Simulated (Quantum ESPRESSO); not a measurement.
The system is TiAl.

```
Ti Al
1.0
     3.17906    0.00000    0.00000
     0.00000    3.17906    0.00000
     0.00000    0.00000    3.17906
Ti Al
1 1
Direct
  0.00000 0.00000 0.00000
  0.50000 0.50000 0.50000
```

The cell comes from a database or a generator and needn't be the stable form of this composition.

```yaml
Program: Quantum ESPRESSO 7.5
Task: phonons
Functional: revPBE
Potentials_or_basis: GBRV 1.5 PBE
Cutoff: 612 eV
Density_cutoff: 4898 eV
k_mesh: 8 × 8 × 8
Occupations: cold, width 0.2 eV
Spin: no spin polarisation
Mixing_beta: 0.5
Most_SCF_iterations: 120
SCF_threshold: 4e-10 Ry
```

The cell and the atoms were relaxed first, to 16.43 Å³/atom (a = 3.203 Å, b = 3.203 Å, c = 3.203 Å, α = 90.00°, β = 90.00°, γ = 90.00°), and the response was taken there.

Where do the zone-centre optical modes lie?

T1u at 308 cm⁻¹ (IR).

Optical modes at Γ, degenerate ones joined:
```
cm⁻¹  components  symmetry  active in
 308           3       T1u         IR
```

Caveat: the mesh is thin for the phonons of a metal; the potentials were made for another functional, which shifts forces and pressure.
